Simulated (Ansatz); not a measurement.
A run of Ansatz 0.2.0:

File input.yaml:

```yaml
crystal:
  lattice:
    - [6.107, -1.51855, 0.0]
    - [6.107, 1.51855, 0.0]
    - [-1.3859888959, 0.0, 5.630008738]
  atoms:
    - { symbol: Ga, position: [0.34134, 0.34134, 0.68598] }
    - { symbol: Ga, position: [0.65866, 0.65866, 0.31402] }
    - { symbol: Ga, position: [0.9095, 0.9095, 0.2054] }
    - { symbol: Ga, position: [0.0905, 0.0905, 0.7946] }
    - { symbol: O, position: [0.5041, 0.5041, 0.7434] }
    - { symbol: O, position: [0.4959, 0.4959, 0.2566] }
    - { symbol: O, position: [0.8267, 0.8267, 0.4368] }
    - { symbol: O, position: [0.1733, 0.1733, 0.5632] }
    - { symbol: O, position: [0.8355, 0.8355, 0.8902] }
    - { symbol: O, position: [0.1645, 0.1645, 0.1098] }
hamiltonian:
  xc: blyp
  pseudopotentials: { kind: paw }
kpoints:
  mp_grid: { grid: [9, 9, 5] }
scf:
  occupations: { method: fermi_dirac, width: 0.05 }
output:
  forces: true
  stress: true
relax:
  f_tol: 0.01
  max_steps: 40
  cell: { stress_tol: 0.05 }
```

Potentials or basis: Ansatz PAW.

Launch:

```sh
$ ansatz run input.yaml --threads 2 --pin off --max-ram 5120MiB --backend cpu --events-out ev --progress --plain --runs-dir out
```

Hardware: 2 threads of Arm Neoverse V1, on a shared host.

Estimate the wall time of this run.

Wall time 3 min on 2 threads of Arm Neoverse V1, with other jobs on the host, peak memory 0.75 GiB. Counts: scf iterations 58, plane waves 2197, k points 115, bands 54, ion steps 9.
